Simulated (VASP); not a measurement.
## Zn under changes of volume

One of the cells (13.807 Å³/atom); the others are scaled copies at fixed shape and fractional positions:

```xyz
1
Lattice="-1.5113 1.5113 1.5113 1.5113 -1.5113 1.5113 1.5113 1.5113 -1.5113" Properties=species:S:1:pos:R:3 pbc="T T T"
Zn    0.0000    0.0000    0.0000
```

This isn't the form of Zn at room conditions, which is hcp.

* Program: VASP 6.6.1
* Functional: LDA
* Potentials or basis: VASP PAW LDA potentials, release 64 (Zn)
* Cutoff: 520 eV
* k mesh: 10 × 10 × 10
* Occupations: fermi-dirac, width 0.05 eV
* Spin: no spin polarisation

| volume (Å³/atom) | energy over the lowest point (meV/atom) | pressure (GPa) |
| --- | --- | --- |
| 13.255 | ? | ? |
| 13.531 | 2.11 | 2.3 |
| 13.807 | 0.00 | 0.2 |
| 14.083 | 1.29 | -1.6 |
| 14.359 | 5.59 | -3.3 |

Problem. What does the run at 13.255 Å³/atom give?

Solution. Energy over the lowest point 8.10 meV/atom; pressure 4.6 GPa.

Worked out: A Birch-Murnaghan fit of order 2 (a polynomial in V^(-2/3)) to the other rows has its minimum at 13.84 Å³/atom with B0 = V·E''(V) = 97 GPa. It gives 7.92 meV/atom at 13.255 Å³/atom, against the run's 8.10, and -dE/dV = 4.5 GPa, against 4.6.

Energies are extrapolated to zero smearing.
